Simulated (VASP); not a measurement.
# Bi, self-consistent run: which settings are enough?

Bi, I4/mmm (no. 139), 1 atom in the cell. RPBE; PAW potentials Bi_d (PBE set). VASP 6.6.1.

Wanted: stress within 0.2 GPa.

What the run is for: stress; Accuracy asked: standard.

POSCAR:
```
Bi
1.0
   -1.9814305318      1.9814305318      2.0012448371
    1.9814305318     -1.9814305318      2.0012448371
    1.9814305318      1.9814305318     -2.0012448371
Bi
1
Direct
    0.0000000000      0.0000000000      0.0000000000
```

The series start from Plane-wave cutoff (eV): 320; Smearing width (eV): 0.1; k-point mesh: 13 × 13 × 13; Precision mode (PREC): Accurate; Electronic threshold (eV): 1e-6; Bands in all (NBANDS): 17; Aspherical gradient terms in the spheres (LASPH): yes; Electronic algorithm: ALGO=Normal; Delay and inner steps: defaults; Density mixing: defaults. Each series keeps the choices made before it, and each single choice may use up half of a tolerance.

## Plane-wave cutoff (eV)

| Plane-wave cutoff (eV) | Stress, largest deviation (GPa) | SCF iterations | Time (s) |
|---|---|---|---|
| 200 | 26.50 | 11 | 31 |
| 240 | 1.41 | 11 | 40 |
| 280 | 0.21 | 11 | 51 |
| 320 | 0.76 | 11 | 61 |
| 370 | 0.40 | 10 | 70 |
| 430 | 0.01 | 10 | 72 |
| 510 | 0.07 | 10 | 110 |
| 640 (reference) | 0.00 | 10 | 104 |

Chosen: 430, the loosest value from which every tighter one stays within half of the tolerance.

## Smearing width (eV)

| Smearing width (eV) | Stress, largest deviation (GPa) | SCF iterations | Time (s) |
|---|---|---|---|
| 0.4 | 0.54 | 10 | 64 |
| 0.3 | 0.43 | 10 | 62 |
| 0.2 | 0.32 | 10 | 64 |
| 0.15 | 0.25 | 10 | 64 |
| 0.1 | 0.10 | 10 | 72 |
| 0.05 (reference) | 0.00 | 10 | 72 |

Chosen: 0.05; the next looser run is off by more than half of the tolerance, so convergence isn't shown beyond this value.

## k-point mesh

| k-point mesh | Stress, largest deviation (GPa) | SCF iterations | Time (s) |
|---|---|---|---|
| 4 × 4 × 4 | 4.99 | 10 | 5.9 |
| 5 × 5 × 5 | 2.44 | 10 | 8.3 |
| 7 × 7 × 7 | 1.03 | 10 | 14 |
| 9 × 9 × 9 | 0.45 | 10 | 24 |
| 11 × 11 × 11 | 0.13 | 10 | 39 |
| 13 × 13 × 13 | 0.15 | 10 | 72 |
| 15 × 15 × 15 | 0.53 | 10 | 103 |
| 18 × 18 × 18 (reference) | 0.00 | 10 | 145 |

Chosen: 18 × 18 × 18; the next looser run is off by more than half of the tolerance, so convergence isn't shown beyond this value.

## Precision mode (PREC)

| Precision mode (PREC) | Stress, largest deviation (GPa) | SCF iterations | Time (s) |
|---|---|---|---|
| SingleN | 0.13 | 10 | 91 |
| Normal | 0.02 | 10 | 103 |
| Single | 0.03 | 10 | 148 |
| Accurate (reference) | 0.00 | 10 | 145 |

Chosen: Normal.

## Electronic threshold (eV)

| Electronic threshold (eV) | Stress, largest deviation (GPa) | SCF iterations | Time (s) |
|---|---|---|---|
| 0.001 | 5.39 | 6 | 77 |
| 0.0001 | 0.06 | 9 | 69 |
| 1e-5 | 0.05 | 9 | 64 |
| 1e-6 | 0.01 | 10 | 103 |
| 1e-7 | 0.00 | 12 | 101 |
| 1e-8 (reference) | 0.00 | 14 | 114 |

Chosen: 0.0001.

## Bands in all (NBANDS)

| Bands in all (NBANDS) | Stress, largest deviation (GPa) | SCF iterations | Time (s) |
|---|---|---|---|
| 9 | 0.19 | 9 | 39 |
| 10 | 0.16 | 9 | 48 |
| 12 | 0.11 | 9 | 64 |
| 14 | 0.04 | 9 | 78 |
| 17 | 0.00 | 9 | 69 |
| 26 (reference) | 0.00 | 9 | 151 |

Chosen: 14.

## Aspherical gradient terms in the spheres (LASPH)

| Aspherical gradient terms in the spheres (LASPH) | Stress, largest deviation (GPa) | SCF iterations | Time (s) |
|---|---|---|---|
| yes | 0.00 | 9 | 78 |
| no | 0.00 | 9 | 55 |

Chosen: no, the fastest of those that stay within half of the tolerance.

## Electronic algorithm

| Electronic algorithm | Stress, largest deviation (GPa) | SCF iterations | Time (s) |
|---|---|---|---|
| ALGO=Normal | 0.00 | 9 | 55 |
| ALGO=Fast | 0.32 | 9 | 74 |
| ALGO=VeryFast | 0.41 | 16 | 126 |
| ALGO=All ISEARCH=1 | 0.01 | 10 | 60 |
| ALGO=All ISEARCH=0 | 0.01 | 10 | 46 |
| ALGO=Damped TIME=0.4 | 0.17 | 13 | 59 |
| ALGO=Damped TIME=0.1 | 0.11 | 18 | 75 |

Chosen: ALGO=Normal; no other choice that stays within half of the tolerance saves 30 % of the time.

## Delay and inner steps

| Delay and inner steps | Stress, largest deviation (GPa) | SCF iterations | Time (s) |
|---|---|---|---|
| defaults | 0.00 | 9 | 55 |
| NELMDL=-2 | 0.23 | 8 | 50 |
| NELMDL=-8 | 0.00 | 12 | 93 |
| NELMDL=-12 | 0.01 | 16 | 141 |
| NRMM=2 | 0.21 | 9 | 83 |
| NRMM=6 | 0.00 | 9 | 103 |
| WEIMIN=0.001 | 0.00 | 9 | 99 |

Chosen: defaults.

## Density mixing

| Density mixing | Stress, largest deviation (GPa) | SCF iterations | Time (s) |
|---|---|---|---|
| defaults | 0.00 | 9 | 55 |
| BMIX=0.0001 | 0.02 | 9 | 74 |
| AMIX=0.8 | 0.43 | 8 | 64 |
| AMIX=0.6 | 0.06 | 9 | 90 |
| AMIX=0.4 AMIN=0.6 IMIX=2 | 0.90 | 11 | 82 |
| WC=0 | 0.22 | 8 | 84 |
| AMIX=0.4 IMIX=1 | 0.45 | 10 | 92 |

Chosen: defaults.

## All choices together

| Input | Stress, largest deviation (GPa) | Time (s) |
|---|---|---|
| the program's defaults (naive) | 2.38 | 1.9 |
| chosen settings | 0.02 | 55 |
| reference settings throughout | 0.00 | 622 |

The chosen settings stay within the tolerance of the reference run, but the reference itself isn't shown to be converged in: Smearing width (eV), k-point mesh.

Values of the reference run: Stress: 1.737, 0, 0, 0, 1.737, 0, 0, 0, 2.028 GPa.

## The input

INCAR:
```
ALGO     = Normal         # electronic algorithm
EDIFF    = 1E-4           # SCF threshold, eV
ENCUT    = 430            # plane-wave cutoff, eV
GGA      = RP             # functional
GGA_COMPAT= F            
ISIF     = 2              # what is computed and relaxed
ISMEAR   = 1              # smearing method
LASPH    = F              # aspherical terms in the spheres
LCHARG   = F              # write CHGCAR
LREAL    = F              # projectors in reciprocal space
LWAVE    = F              # write WAVECAR
NBANDS   = 14             # bands
NELM     = 120            # most SCF steps
PREC     = Normal         # precision mode
SIGMA    = 0.05           # smearing width, eV
```

KPOINTS:
```
Automatic mesh
0
Gamma
  18 18 18
  0 0 0
```

Commands:
```
cat potpaw_PBE.64/Bi_d/POTCAR > POTCAR
mpirun -np 1 vasp_std > vasp.out
```

The chosen input took VASP 6.6.1 55 s on 1 core (AMD EPYC 7R43 (Zen 3)), a shared host.

## An input that fails: too few bands

VASP's message: The number of bands is not sufficient to hold all electrons. I am sorry, but this calculation does not make sense. If you want to calculate only selected states, you need to set either EFERMI or EREF. EREF specifies around which energy states are supposed to be calculated. I found NBANDS = 6, NELECT = ….

Changes against the starting input:
```
- NELM = 120
- NBANDS = 17
+ NELM = 65
+ NBANDS = 6
```
